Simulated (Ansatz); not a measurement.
**Zone-centre phonons of TePb at 25 GPa: input and output**

These are results of Ansatz, DFT PBE, scalar-relativistic, plane waves, PAW, not measurements.

Launched with:
```bash
ansatz run input.yaml --threads 1 --pin off --max-ram 1228MiB --backend cpu --events-out ev --progress --plain --runs-dir out
```

Input (bare energies are in eV):
```yaml
crystal:
  lattice:
    - [0.0, 2.9542406254, 2.9542406254]
    - [2.9542406254, 0.0, 2.9542406254]
    - [2.9542406254, 2.9542406254, 0.0]
  atoms:
    - { symbol: Te, position: [0.5, 0.5, 0.5] }
    - { symbol: Pb, position: [0.0, 0.0, 0.0] }
basis:
  ecutwfc: 420
kpoints:
  mp_grid: { grid: [10, 10, 10] }
hamiltonian:
  xc: pbe
scf:
  occupations: { method: gaussian, width: 0.01 }
output:
  eigenvalues: true
phonons:
  method: dfpt
  eigenvectors: true
```

Results section of the output:
```
--- Phonons (Γ-DFPT): 2 representative perturbations + reference, on 102 of 1000 k-points (Σ response iterations 6) ---
  k mesh reduced under 8 symmetry operations, with k and −k counted as one. Each operation leaves every solved perturbation unchanged. A smaller set is not used because it would not reduce the number of displacements ...
  ASR residual: 1.252e-4 → 0.000e0 eV/Å²; symmetrization residual: 1.937e-5 eV/Å²
  ASR residual per site (eV/Å²): 1.25e-4 1.84e-5
  Γ frequencies (cm⁻¹): 0.00 0.00 0.00 121.40 121.40 121.40
  non-analytic LO–TO correction: not included (Born effective charges unavailable; polar crystals: no LO–TO splitting at Γ)
```

Spin–orbit coupling is left out, which matters for heavy elements. Other phases may be more stable at this pressure. The bands were filled as in an insulator; under compression the gap may have closed between mesh points.